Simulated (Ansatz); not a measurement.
TiO$_{2}$: opening a crack plane

TiO$_{2}$, I4_1/amd, a = 3.771 Å, c = 9.546 Å. The compound has several low-lying forms, and this is one of them. Ansatz: PBEsol, PAW, 420 eV, Γ-centred 7×7×3 mesh on 12 atoms, Gaussian smearing 0.05 eV; no spin polarisation. One cut on (001) per cell of 12 atoms is opened rigidly by x, between planes of O and O that stand 1.58 Å apart; y is the energy per area (14.218 Å², 1 eV/Å² = 16.02 J/m²).

```tsv
x (Å)	y (J/m²)
0.00	0.000
0.25	0.369
0.50	0.962
0.75	1.464
1.00	1.823
1.50	?
2.00	2.390
3.00	2.486
4.50	2.504
6.00	2.506
```

Fit the universal binding curve y = W[1 − (1 + x/l) e^(−x/l)] to the other rows, give the peak stress, and predict the missing value.

Least squares gives W = 2.49 J/m² and l = 0.380 Å. The stress dy/dx peaks at x = l with W/(e l) = 24.1 GPa, for rigid faces. At x = 1.50: x/l = 3.947, y = 2.252 J/m². The run gave 2.223 J/m², so the fit is 0.029 J/m² too high, within twice the rms miss on the fitted rows (0.015 J/m²).

Cost: 12 runs of about 4.2 core-minutes in all, on Intel Xeon Platinum 8259CL (Skylake/Cascade Lake) (shared hosts).